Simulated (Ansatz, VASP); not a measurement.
# KBr: VASP beside Ansatz

```
K Br
1.0
     4.04350    0.00000    0.00000
     0.00000    4.04350    0.00000
     0.00000    0.00000    4.04350
K Br
1 1
Direct
  0.00000 0.00000 0.00000
  0.50000 0.59274 0.50000
```

Change from the starting cell: all Br atoms moved +0.375 Å, as atom 2 along Cartesian [0 1 0].

Alike in both runs: task single point; functional LDA; k mesh 6 × 6 × 6; occupations gaussian, width 0.05 eV; no spin polarisation.

```csv
,VASP,Ansatz
version,VASP 6.6.1,Ansatz 0.2.0
potentials or method,"VASP PAW LDA potentials, release 64 (K_sv, Br)","scalar-relativistic, plane waves, PAW"
plane-wave cutoff (eV),520,420
valence electrons in the cell,16,16
```

Ansatz gave:

| Quantity | Value |
| --- | --- |
| gap on the k mesh at the Fermi level (eV) | 3.51 |
| least direct gap on the mesh (eV) | 3.78 |
| pressure (GPa) | -2.1 |
| rms of the force components (eV/Å) | 0.069 |

Q: Estimate VASP's values.

A: gap on the k mesh at the Fermi level (eV): 3.52; least direct gap on the mesh (eV): 3.79; pressure (GPa): -2.0; rms of the force components (eV/Å): 0.072.

Atom by atom the forces differ by 0.004 eV/Å (rms over components).

A k mesh can miss the band edges.
